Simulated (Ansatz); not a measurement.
Cubic perovskite BaSnO3, treated with PBE-D3(BJ) (Ansatz, an electronic-structure program, plane waves, PAW).

Numerical settings: plane-wave cutoff 520 eV, 8×8×8 k mesh, Fermi–Dirac smearing 0.01 eV, scalar-relativistic PAW data made under PBE.

Computed points:

| V (Å³/atom) | E − E_lowest (meV/atom) |
|---|---|
| 13.431 | 25.58 |
| 13.716 | 10.89 |
| 14.002 | 2.60 |
| 14.288 | 0.00 |
| 14.574 | 2.45 |
| 14.860 | 9.37 |
| 15.145 | 20.27 |

Question: Estimate the bulk modulus and its pressure derivative from these points.

Answer: V0 = 14.287 Å³/atom, B0 = 141 GPa, B′ = 5.0 (fit to the energies at full precision).

Measured, for comparison: equilibrium volume per atom 13.95 Å³/atom (temperature not stated, no zero-point or thermal correction; as tabulated in Lee et al. (2017), arXiv:1707.09778). Computed (rounded) less measured: equilibrium volume per atom +2.4 %.

Spin–orbit coupling is not included.

Static lattice: no zero-point or thermal effects.
